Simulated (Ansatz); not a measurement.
# WS2: LAPW beside PAW, part 2 of 2

The same cell of WS2 is computed with all-electron LAPW, PAW with frozen cores and datasets made for this crystal, to set the results side by side.

Ansatz 0.2.0; DFT LDA; a database cell (COD). «Crystal datasets» are all-electron PAW datasets made for this crystal. Earlier steps stand in the parts before.

## (3) PAW with frozen cores

Contents of input.yaml:

```yaml
crystal:
  lattice:
    - [1.5790003843, 0.9116362969, 6.16333]
    - [-1.5790003843, 0.9116362969, 6.16333]
    - [0.0, -1.8232725938, 6.16333]
  atoms:
    - { symbol: W, position: [0.0, 0.0, 0.0] }
    - { symbol: S, position: [0.7503, 0.7503, 0.7503] }
    - { symbol: S, position: [0.581, 0.581, 0.581] }
kpoints:
  mp_grid: { grid: [13, 13, 13] }
  band_path:
    path:
      - [0.0, 0.0, 0.0]
      - [0.5, 0.5, 0.5]
      - [0.8187478403, 0.1812521597, 0.5]
      - [0.5, -0.1812521597, 0.1812521597]
      - [0.5, 0.0, 0.0]
      - [0.0, 0.0, 0.0]
      - [0.3406260799, -0.3406260799, 0.0]
      - [0.6593739201, 0.0, 0.3406260799]
      - [0.5, 0.0, 0.5]
    npoints: 14
scf:
  occupations: { method: fermi_dirac, width: 0.08 }
hamiltonian:
  xc: lda
  pseudopotentials: { kind: paw }
output:
  forces: true
  stress: true
  eigenvalues: true
  efg: { contact_densities: true }
  populations: true
  bader: true
  dos: { projected: true, de: 0.2, e_range: [-14, 8] }
  write_density: true
  write_potential: true
  elf: true
  volumetric_format: npy
```

Command:

```bash
$ ansatz run input.yaml --threads 1 --pin off --max-ram 6144MiB --backend cpu --events-out ev --progress --plain --runs-dir out
```

The log of the run:

```text
basis.fft_grid_basis auto: the FFT boxes are laid along the combinations [[1, -1, 0], [0, 1, 0], [0, -1, 1]] of the cell's own vectors, 3.158, 6.427 and 3.158 Å long. The dense box has 24×45×24 points. Along the cell's own vectors, as sized, it would have 45×45×45, 3.52 times as many. Of the 6 symmetry operations that the crystal satisfies within crystal.symmetry.tolerance (time reversal apart; of a slab, those that keep its plane) the dense box along the cell's own vectors carries 6, and the one as laid loses 4 of those. basis.fft_grid_basis: typed keeps the cell's own vectors: state it where this run's energies or levels are differenced outside the engine with another run's, or held beside a run that keeps those vectors. Those combinations have planes normal to reciprocal vector 3, as the cell's own vectors have. Each planar average written beside output.write_density, output.write_potential has a row for each plane of the box: 24. The volumetric files lie along those combinations, not along the cell's own vectors: a cube or XSF file states them, and fields.json those of NumPy files.
W: output.efg is read without spin–orbit coupling, which moves field gradients at and beside such atoms by some per cent and up to a factor of two; PAW files take it under magnetization.noncollinear and magnetization.spin_orbit
Engine: ansatz 0.2.0
Pseudopotentials: kind: paw
Pseudopotential: W, paw, valence charge 14, recommended cutoff 420 eV (normal)
Pseudopotential: S, paw, valence charge 6, recommended cutoff 420 eV (normal)
Functional definition: SPW92
  exchange = slater_x
  correlation = pw_c
Crystal: 3 atoms, lattice volume = 53.232 Å³
Basis set: ecut = 420 eV, 1011 PW (Γ), FFT grids on a1−a2, a2, −a2+a3
Bands: 17, of which v1, the nominal top of the filled ones, is band 13 counted from 1 (12 counted from 0)
Symmetry: 6 space group operations
Space group: R3m (ITA 160), of the structure as read, at distance tolerance 3.8e-5 Å
k-points: 231 of 2197 (time reversal used)
Non-local potential: W, projectors of the file, l = 0: 3, l = 1: 2, l = 2: 2, l = 3: 1
Non-local potential: S, projectors of the file, l = 0: 2, l = 1: 2, l = 2: 2
PAW form: soft (Blöchl's): semilocal exchange-correlation on the pseudo side does not see the compensation charge
PAW frozen core: W, regenerated for the run's functional, and the local potential with it (the file was generated under x = pbe(κ = 0.804, μ = 0.2195149727645171), c = pbe(β = 0.06672455060314922))
PAW frozen core: S, regenerated for the run's functional, and the local potential with it (the file was generated under x = pbe(κ = 0.804, μ = 0.2195149727645171), c = pbe(β = 0.06672455060314922))
PAW one-centre angular grid: W, 590 points (default); XC on 64 Gauss nodes
PAW one-centre angular grid: S, 110 points (default); XC on 64 Gauss nodes
Initial density: superposition of atomic densities (neutral atoms: chi_scale 0, normalization atom), corrected by the library's trained network
Initial wavefunctions: pseudopotential atomic-orbital guess
Functional: x = slater, c = lda
SCF iter   1: F=—  HF=-11871.678911 eV  |F-HF|=—  |Δ(HF+E_count)|=         —  Δρ=1.00e-2  dr2=8.48e-2  ethr=1.77e-3  ⟨swp⟩=5.7  Hψ=21755  notcnv=0
preconditioner: auto → none  [insulator: Δε(μ)=1.000 eV  Ē_g=8.715 eV  σ=0.080 eV  W_gap=0.99  n_scr=16 (ndim 8)  ℏωp=21.6 eV  f_vac=0.015  D(μ)=0.00/eV (n_scr^D=0)  ε∞_Penn≈7.1]
SCF iter   2: F=—  HF=-11871.706213 eV  |F-HF|=—  |Δ(HF+E_count)|=   2.73e-2  Δρ=1.17e-2  dr2=2.53e-1  ethr=3.26e-4  ⟨swp⟩=3.7  Hψ=9521  notcnv=0  recentre
SCF iter   3: F=—  HF=-11871.666317 eV  |F-HF|=—  |Δ(HF+E_count)|=   3.99e-2  Δρ=4.43e-3  dr2=8.03e-3  ethr=3.26e-4  ⟨swp⟩=2.8  Hψ=6715  notcnv=0
SCF iter   4: F=—  HF=-11871.665656 eV  |F-HF|=—  |Δ(HF+E_count)|=   6.61e-4  Δρ=9.75e-4  dr2=2.17e-4  ethr=3.09e-5  ⟨swp⟩=1.8  Hψ=5234  notcnv=0
SCF iter   5: F=—  HF=-11871.665683 eV  |F-HF|=—  |Δ(HF+E_count)|=   2.64e-5  Δρ=1.76e-4  dr2=3.47e-5  ethr=8.34e-7  ⟨swp⟩=2.0  Hψ=5612  notcnv=0
SCF iter   6: F=—  HF=-11871.665675 eV  |F-HF|=—  |Δ(HF+E_count)|=   7.05e-6  Δρ=1.07e-4  dr2=2.57e-6  ethr=1.34e-7  ⟨swp⟩=2.0  Hψ=5319  notcnv=0
SCF iter   7: F=—  HF=-11871.665676 eV  |F-HF|=—  |Δ(HF+E_count)|=   1.37e-7  Δρ=2.14e-5  dr2=2.01e-7  ethr=9.87e-9  ⟨swp⟩=2.0  Hψ=5920  notcnv=0
SCF iter   8: F=-11871.665676 eV  HF=-11871.665676 eV  |F-HF|=1.81e-8  |Δ(HF+E_count)|=   3.20e-8  Δρ=7.08e-6  dr2=2.76e-8  ethr=3.85e-10  ⟨swp⟩=9.3  Hψ=25773  notcnv=0
SCF 1 converged in 8 iterations: F = -11871.665676 eV  dr2 = 2.76e-8
NSCF: frozen V_eff on 113 k-points
SCF converged after 8 iterations
Free energy (F): -11871.665676 eV
Harris-Foulkes:  -11871.665676 eV  (|F-HF|=1.81e-8)
Internal energy: -11871.665637 eV  (E = F + TS)
E sigma→0 (E₀):  -11871.665656 eV
Entropy (-TS):   -0.000039 eV (-0.013 meV/atom)
Fermi energy:    11.892265 eV
--- Per-component energies (eV) ---
  E_band       = -192.926832
  E_kinetic    = 668.005441
  E_local      = -1766.527821  (includes V_loc(G=0)·N_el)
  E_nonlocal   = 65.204723
  E_hartree    = 699.040039
  E_xc         = -458.961273
  E_vxc        = -416.219220  (∫ρ·V_xc dr)
  E_paw        = -9447.336225  (= ΣΔE_a)
  E_vpaw       = -141.467076  (= ΣTr[D̂ρ^β])
  E_aug_tail   = -0.000068  (compensation charges beyond the density's cutoff)
  E_ewald      = -1631.680002
  E_core_change = 0.589548  (= ΣΔE_core)
  E_smearing   = -0.000039  (= −TS)
  E_closure    = 0.000000  (closes the sum)
  Σ components = -11871.665676   (vs F -11871.665676, Δ=0.00e0)
--- Forces (eV/Å), atoms counted from 1 ---
  atom   1  W     -0.00000000    -0.00000000    -0.58478050
  atom   2  S     -0.00000000     0.00000000     0.01962790
  atom   3  S      0.00000000    -0.00000000     0.56514261
  max |Σ_I F_I| component: 9.99e-6 eV/Å
--- Stress (GPa, compression-positive) ---
       -3.808611       0.000000       0.000000
        0.000000      -3.808611      -0.000000
        0.000000      -0.000000      -3.332923
  P = ⅓ Tr σ = -3.6500 GPa (-36.500 kbar)
--- PAW observables at the nuclei: V_zz in 10²¹ V/m², potentials from the cell's mean, atoms counted from 1 ---
  atom   1  W  V_zz =   -17.560278   η = 0.0000   by run symmetry: allowed
            electrostatic potential = -14806.295376 V   contact ρ = 8788644.179694 e/Å³
  atom   2  S  V_zz =    -4.970271   η = 0.0000   by run symmetry: allowed
            electrostatic potential = -1638.809912 V   contact ρ = 19606.900764 e/Å³
  atom   3  S  V_zz =    -4.189687   η = 0.0000   by run symmetry: allowed
            electrostatic potential = -1638.778286 V   contact ρ = 19607.473020 e/Å³
--- Band table (eV; the first three rows and the last of 231) ---
  k-point 0: bands = ["-63.0705", "-27.3673", "-27.1795", "-27.1795", "-4.1291", "-2.1114", "3.8137", "7.9378", "7.9378", "9.1913", "9.1913", "9.9461", "10.2424", "13.6526", "13.6526", "14.0158", "14.0158"]
  k-point 1: bands = ["-63.0694", "-27.3634", "-27.2011", "-27.1845", "-4.0263", "-2.0824", "3.9403", "7.6793", "8.0385", "8.7894", "9.0306", "10.0296", "10.3334", "13.5396", "13.7445", "13.7805", "13.9848"]
  k-point 2: bands = ["-63.0664", "-27.3526", "-27.2602", "-27.1983", "-3.7303", "-1.9986", "4.2910", "7.0607", "8.0737", "8.3109", "8.6564", "9.9739", "10.2991", "13.0364", "13.6821", "13.7753", "14.3110"]
  k-point 230: bands = ["-63.0694", "-27.3635", "-27.2011", "-27.1845", "-3.7990", "-2.5097", "4.9976", "7.4415", "7.6663", "8.0213", "9.0644", "9.2374", "11.3004", "13.6488", "13.7371", "13.7989", "13.9864"]
--- Löwdin populations: 3 sites ---
  site symbol       q [e]
     0      W     13.5838
     1      S      6.0838
     2      S      6.0982
  spilling = 0.009008 (of n_electrons = 26.000000)
--- Bader charges: 3 sites ---
  site symbol  charge [e]  shift [e]
     0      W      1.2798     0.0054
     1      S     -0.6454     0.0029
     2      S     -0.6344     0.0025
  estimated error of the sums over rays = 2.6e-4 e
```

Wall time 48 s (1 thread of Intel Xeon Platinum 8488C (Sapphire Rapids), shared host); peak memory 0.6 GiB.

In short: pressure -3.65 GPa; gap 0.94 eV, indirect from T to Γ–S0; largest force 0.585 eV/Å; Vzz W1 -17.56 (η = 0.00), S2 -4.97 (η = 0.00), S3 -4.19 (η = 0.00) (10²¹ V/m²).

```
atom  Bader charge (e)  basin volume (Å³)
  W1             +1.28              13.01
  S2             -0.65              20.01
  S3             -0.63              20.21
```

The fields are shown in the conventional cell of this run's space group, carried over from its grid by interpolation.

Density in a lattice plane of the grid's cell (edges 3.16 and 18.49 Å, at 0.000 of the third edge), which holds W and S.

Ten even steps from '0' (0.02 e/Å³) to '9' (4.38 e/Å³):
```
210001
000100
000000
100000
020002
110001
001110
121012
210001
000000
000000
001110
001110
000100
000100
000000
000000
000100
210101
891019
```
Columns run along the first of these edges and rows up along the second, over one cell in 6 and 20 even steps from the bottom left corner. Atoms in the plane (fractional): W at (0.00, 0.00), S at (0.00, 0.75), S at (0.00, 0.58).

ELF in the same plane.

Ten even steps from ' ' (0.00) to '@' (0.95):
```
==::++**++::
..::##%%##::
    ..--..  
@@@@==  ==@@
  **##..##**
****--..::**
----::--::--
..##**..**##
@@@@**  **@@
==..      ..
  ..**%%**..
  ::##%%##::
==--::::::--
::::::--::::
  ::##%%##::
    ==**==  
    ......  
..::##%%##::
==::++**++::
  ##::--::##
```
Columns run along the first of these edges and rows up along the second, over one cell in 6 and 20 even steps from the bottom left corner. Atoms in the plane (fractional): W at (0.00, 0.00), S at (0.00, 0.75), S at (0.00, 0.58).

Both are smooth fields of the valence electrons: close to the nuclei they are not physical.

The highest ELF values outside the cores: 0.96 beside S, off the lines to its neighbours, 0.9 Å from S; 0.87 on the S–W line, 0.8 Å from S; 0.87 in the shell around S, 0.7 Å from S.

## (4) Datasets made for this crystal

Edit input.yaml of step 3 so:

```diff
@@ -22,3 +22,3 @@
       - [0.5, 0.0, 0.5]
-    npoints: 14
+    npoints: 8
 scf:
@@ -27,3 +27,3 @@
   xc: lda
-  pseudopotentials: { kind: paw }
+  pseudopotentials: { kind: all_electron, datasets: crystal }
 output:
@@ -33,8 +33 @@
   efg: { contact_densities: true }
-  populations: true
-  bader: true
-  dos: { projected: true, de: 0.2, e_range: [-14, 8] }
-  write_density: true
-  write_potential: true
-  elf: true
-  volumetric_format: npy
```

Command:

```bash
$ ansatz run input.yaml --threads 1 --pin off --max-ram 6144MiB --backend cpu --events-out ev --progress --plain --runs-dir out
```

The log of the run (excerpt; [...] marks lines left out):

```text
[...]
band count auto-derived: 19 (N_el = 26.0; filled up to band 13; 17 by the electrons, moments and atoms)
W: output.efg is read without spin–orbit coupling, which moves field gradients at and beside such atoms by some per cent and up to a factor of two; PAW files take it under magnetization.noncollinear and magnetization.spin_orbit
[...]
[... 1 set-up line as earlier in the session ...]
Pseudopotential: W, paw, valence charge 28, recommended cutoff 300 eV (normal), Koelling and Harmon's equation, gaussian nucleus
Pseudopotential: S, paw, valence charge 6, recommended cutoff 300 eV (normal), Koelling and Harmon's equation, gaussian nucleus
[... 1 set-up line as earlier in the session ...]
[...]
Crystal: 3 atoms, lattice volume = 53.232 Å³
Basis set: ecut = 300 eV, 635 PW (Γ), FFT grids on a1−a3, a2−a3, a3
Bands: 19, of which v1, the nominal top of the filled ones, is band 13 counted from 1 (12 counted from 0)
[...]
        0.000000      -3.764241      -0.000000
        0.000000      -0.000000      -3.316513
  P = ⅓ Tr σ = -3.6150 GPa (-36.150 kbar)
  It holds what live shells' own plane waves past their cutoff add
--- PAW observables at the nuclei: V_zz in 10²¹ V/m², potentials from the cell's mean, atoms counted from 1 ---
  atom   1  W  V_zz =   -17.270034   η = 0.0000   by run symmetry: allowed
            electrostatic potential = -14800.233692 V   contact ρ = 8784007.728032 e/Å³
  atom   2  S  V_zz =    -4.976453   η = 0.0000   by run symmetry: allowed
            electrostatic potential = -1635.542422 V   contact ρ = 19624.654544 e/Å³
  atom   3  S  V_zz =    -4.195037   η = 0.0000   by run symmetry: allowed
            electrostatic potential = -1635.526221 V   contact ρ = 19625.227079 e/Å³
--- Band table (eV; the first three rows and the last of 231) ---
  k-point 0: bands = ["-60.4699", "-24.7765", "-24.5880", "-24.5880", "-1.5348", "0.4826", "6.4022", "10.5306", "10.5306", "11.7842", "11.7842", "12.5353", "12.8318", "16.2431", "16.2431", "16.6058", "16.6058"]
[...]
```

It took 2 min on 1 thread of Intel Xeon Platinum 8488C (Sapphire Rapids), shared host; peak memory 2.4 GiB.

In short: pressure -3.61 GPa; gap 0.94 eV, indirect from T to Γ–S0; largest force 0.584 eV/Å; Vzz W1 -17.27 (η = 0.00), S2 -4.98 (η = 0.00), S3 -4.20 (η = 0.00) (10²¹ V/m²).

```
atom  contact density (e/Å³)
  W1                 8784008
  S2                19624.65
  S3                19625.23
```

## (5) Side by side

Highest filled and lowest empty level at the labelled points (eV from each run's valence-band top):

```
point  LAPW top  LAPW bottom  PAW top  PAW bottom  crystal datasets top  crystal datasets bottom
    Γ     -1.25         2.17    -1.25        2.16                 -1.25                     2.17
    T      0.00         2.28     0.00        2.28                  0.00                     2.28
   H2     -0.72         1.22    -0.72        1.21                 -0.72                     1.22
   H0     -0.72         1.22    -0.72        1.21                 -0.72                     1.22
    L     -1.72         2.25    -1.72        2.24                 -1.72                     2.25
    Γ     -1.25         2.17    -1.25        2.16                 -1.25                     2.17
   S0     -0.70         1.19    -0.70        1.18                 -0.70                     1.19
   S2     -0.70         1.19    -0.70        1.18                 -0.70                     1.19
    F     -1.53         2.20    -1.53        2.20                 -1.53                     2.20
```

| method | pressure (GPa) | gap (eV) | largest force (eV/Å) | Vzz W1 (10²¹ V/m²) | Vzz S2 (10²¹ V/m²) | Vzz S3 (10²¹ V/m²) | SCF cycles, all passes |
| --- | --- | --- | --- | --- | --- | --- | --- |
| LAPW | -3.61 | 0.94 | 0.585 | – | – | – | 10 |
| PAW | -3.65 | 0.94 | 0.585 | -17.56 | -4.97 | -4.19 | 8 |
| crystal datasets | -3.61 | 0.94 | 0.584 | -17.27 | -4.98 | -4.20 | 11 |

## (6) Results

What follows sums up all 2 parts.

| quantity | value |
| --- | --- |
| pressure | LAPW -3.61, PAW -3.65, crystal datasets -3.61 GPa |
| gap (LAPW) | 0.94 eV, indirect from T to Γ–S0 |
| largest force | LAPW 0.585, PAW 0.585, crystal datasets 0.584 eV/Å |
| Bader charges (PAW) | W1 +1.28, S2 -0.65, S3 -0.63 e |
| highest ELF (PAW) | 0.96, 0.88 Å from S |

In words: The pressure of -3.6 GPa pushes the cell to shrink, with the atoms held in place. The gap is 0.94 eV, indirect from T to Γ–S0. Spin-orbit coupling is left out, though the cell holds W; it can shift such gaps by tenths of an eV. The top eV of the valence band is mostly W 5d (65 % of the projected weight). The projection holds only the free atom's occupied shells (W 6s, W 5d, S 3s, S 3p in this range). The field gradient at W1, the largest by crystal datasets, is -17.56 by PAW and -17.27 by crystal datasets (10²¹ V/m²), within 5 %. Spin–orbit coupling is left out, which moves gradients at and beside heavy atoms by some per cent and at worst by a factor of two. In pressure, PAW differs from LAPW by -0.04 GPa and less than 0.01 eV in the gap. The forces differ by at most 1 meV/Å in a component, on a largest force of 0.585 eV/Å. LAPW took about 5 times as long as PAW (3.7 min against 48 s, on a shared host and with the outputs that each input asks for).
